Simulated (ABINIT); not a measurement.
The system is BAs.

```
As B
1.0
     0.00000    2.38850    2.38850
     2.38850    0.00000    2.38850
     2.38850    2.38850    0.00000
As B
1 1
Cartesian
  3.5827 3.5827 3.5827
  0.0000 0.0000 0.0000
```

Program: ABINIT 10.8.3 (patched build). Alike in all runs: task band structure; potentials or basis JTH PAW PBE v2.0; no spin polarisation; cell as given; k mesh 10 × 10 × 10; cutoff (eV) 490; smearing fermi-dirac 0.05 eV.

Order these runs on this cell by their pressure, lowest first.
A. level BLYP
B. level PBE
C. level LDA
D. level revPBE
E. level PBEsol

C (-3.8 GPa), E (-0.7 GPa), B (2.8 GPa), D (4.8 GPa), A (7.6 GPa).

Caveats: the PAW data sets were made with another functional, which shifts forces and pressure a little (some runs).
